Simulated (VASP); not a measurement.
VASP 6.6.1 run: CdTe

INCAR

```
LCHARG = .FALSE.
ENCUT = 520
NSW = 0
PREC = Accurate
LWAVE = .FALSE.
EDIFF = 1E-7
NBANDS = 16
ISIF = 2
IBRION = -1
SIGMA = 0.02
GGA = PE
ISMEAR = -1
NELM = 120
LASPH = .TRUE.
LREAL = .TRUE.
```

KPOINTS

```
KPOINTS created by Atomic Simulation Environment
0
Gamma
6 6 6
0 0 0
```

POSCAR

```
Cd Te
 1.0000000000000000
     0.0000000000000000    3.2799551162000000    3.3455542184999998
     3.2799551162000000    0.0000000000000000    3.3455542184999998
     3.2799551162000000    3.2799551162000000    0.0000000000000000
 Cd  Te
   1   1
Cartesian
  0.0000000000000000  0.0000000000000000  0.0000000000000000
  1.6399775581000000  1.6399775581000000  1.6727771092499999
```

The recommended PBE PAW datasets give the neutral cell 18 valence electrons.

Command

```
mpirun -np 1 vasp_std
```

OSZICAR

```
N       E                     dE             d eps       ncg     rms          rms(c)
DAV:   1     0.102434019599E+03    0.10243E+03   -0.82613E+03   960   0.971E+02
DAV:   2    -0.120907559502E+01   -0.10364E+03   -0.99090E+02  1160   0.235E+02
DAV:   3    -0.499979089415E+01   -0.37907E+01   -0.37843E+01  1200   0.470E+01
DAV:   4    -0.503688931844E+01   -0.37098E-01   -0.37096E-01  1480   0.405E+00
DAV:   5    -0.503698681478E+01   -0.97496E-04   -0.97496E-04  1264   0.191E-01    0.499E+00
DAV:   6    -0.481516469646E+01    0.22182E+00   -0.37454E-01  1128   0.700E+00    0.418E+00
DAV:   7    -0.479971701004E+01    0.15448E-01   -0.10251E-01  1104   0.204E+00    0.164E+00
DAV:   8    -0.480069072528E+01   -0.97372E-03   -0.10027E-02  1104   0.111E+00    0.448E-01
DAV:   9    -0.480104478403E+01   -0.35406E-03   -0.97047E-04  1128   0.311E-01    0.982E-02
DAV:  10    -0.480110439854E+01   -0.59615E-04   -0.11061E-04  1264   0.100E-01    0.551E-02
DAV:  11    -0.480114672019E+01   -0.42322E-04   -0.82418E-05  1120   0.539E-02    0.375E-02
DAV:  12    -0.480114580743E+01    0.91276E-06   -0.31715E-06  1208   0.130E-02    0.219E-02
DAV:  13    -0.480114563334E+01    0.17408E-06   -0.70145E-07  1240   0.382E-03    0.123E-02
DAV:  14    -0.480114574411E+01   -0.11076E-06   -0.77814E-07  1168   0.474E-03    0.651E-03
DAV:  15    -0.480114577851E+01   -0.34404E-07   -0.58995E-08  1048   0.204E-03
   1 F= -.48011458E+01 E0= -.48011458E+01  d E =-.431575E-08
```

From OUTCAR

```
k-points           NKPTS =     30   k-points in BZ     NKDIM =     30   number of bands    NBANDS=     16

   NELECT =      18.0000    total number of electrons

   dimension x,y,z NGX =    36 NGY =   36 NGZ =   36
   dimension x,y,z NGXF=    72 NGYF=   72 NGZF=   72

  energy-cutoff  :      520.00
  volume of cell :       71.98
      direct lattice vectors                 reciprocal lattice vectors
     0.000000000  3.279955116  3.345554218    -0.152441110  0.152441110  0.149452069
     3.279955116  0.000000000  3.345554218     0.152441110 -0.152441110  0.149452069
     3.279955116  3.279955116  0.000000000     0.152441110  0.152441110 -0.149452069

 k-points in reciprocal lattice and weights: KPOINTS created by Atomic Simulation Env
   0.00000000  0.00000000  0.00000000       0.005
   0.16666667  0.00000000  0.00000000       0.037
   0.33333333  0.00000000  0.00000000       0.037
   0.50000000 -0.00000000  0.00000000       0.019
   0.16666667  0.16666667  0.00000000       0.009
   0.33333333  0.16666667  0.00000000       0.037
   0.50000000  0.16666667  0.00000000       0.037
  -0.33333333  0.16666667  0.00000000       0.037
   ...

 E-fermi :   2.1749

 k-point     1 :       0.0000    0.0000    0.0000
  band No.  band energies     occupation
      1      -9.0094      2.00000
      2      -6.2570      2.00000
      3      -6.2517      2.00000
      4      -6.2517      2.00000
      5      -6.0351      2.00000
      6      -6.0328      2.00000
      7       1.8148      2.00000
      8       1.8786      2.00000
      9       1.8786      2.00000
     10       2.4569      0.00000
     11       6.4905      0.00000
     12       6.4905      0.00000
     13       6.4977      0.00000
     14       9.2424      0.00000
     15      10.9736      0.00000
     16      11.2470      0.00000

 k-point     2 :       0.1667    0.0000    0.0000
  band No.  band energies     occupation
      1      -8.9221      2.00000
      2      -6.2397      2.00000
      3      -6.2359      2.00000
      4      -6.1758      2.00000
      5      -6.0353      2.00000
      6      -6.0342      2.00000
      7       0.1884      2.00000
      8       1.6267      2.00000
      9       1.6833      2.00000
     10       3.5763      0.00000
     11       6.5471      0.00000
     12       6.8097      0.00000
     13       6.8121      0.00000
     14      10.1556      0.00000
     15      10.2991      0.00000
     16      10.3768      0.00000

 k-point     3 :       0.3333    0.0000    0.0000
  band No.  band energies     occupation
      1      -8.7483      2.00000
      2      -6.2129      2.00000
      3      -6.2084      2.00000
      4      -6.0320      2.00000
      5      -6.0310      2.00000
      6      -5.9287      2.00000
      7      -1.5064      2.00000
      8       1.2718      2.00000
      9       1.3524      2.00000
     10       3.7104      0.00000
     11       7.0425      0.00000
     12       7.1265      0.00000
     13       7.9711      0.00000
     14       9.9227      0.00000
     15      10.6695      0.00000
     16      10.6876      0.00000

 ...

  Total        0.1766558      0.1766558     -0.0130779      0.0000000      0.0000000      0.0000000
  in kB        3.9319201      3.9319201     -0.2910822      0.0000000      0.0000000      0.0000000
  external PRESSURE =       2.5242527 kB  Pullay stress =       0.0000000 kB

 POSITION                                       TOTAL-FORCE (eV/Angst)
 -----------------------------------------------------------------------------------
      0.00000      0.00000      0.00000         0.000000      0.000000      0.000000
      1.63998      1.63998      1.67278        -0.000000     -0.000000     -0.000000
 -----------------------------------------------------------------------------------
    total drift:                               -0.000000     -0.000000     -0.000001

  FREE ENERGIE OF THE ION-ELECTRON SYSTEM (eV)
  ---------------------------------------------------
  free  energy   TOTEN  =        -4.8011457785 eV

  energy  without entropy=       -4.8011457742  energy(sigma->0) =       -4.80114578
```

It converged. Results: gap between bands v and c on the k mesh 0.58 eV; least direct gap on the k mesh 0.58 eV; pressure 0.3 GPa. Band v is the last that the valence electrons fill when counted band by band, and c is the next.

For comparison, a separate PBE run of the intended cell, on usual settings and not on those above, gives a gap of 0.58 eV on its mesh and a pressure of 0.4 GPa.

The run above took about 53 s on one core of a shared host (Intel Xeon Platinum 8488C) and held 0.2 GiB at most.
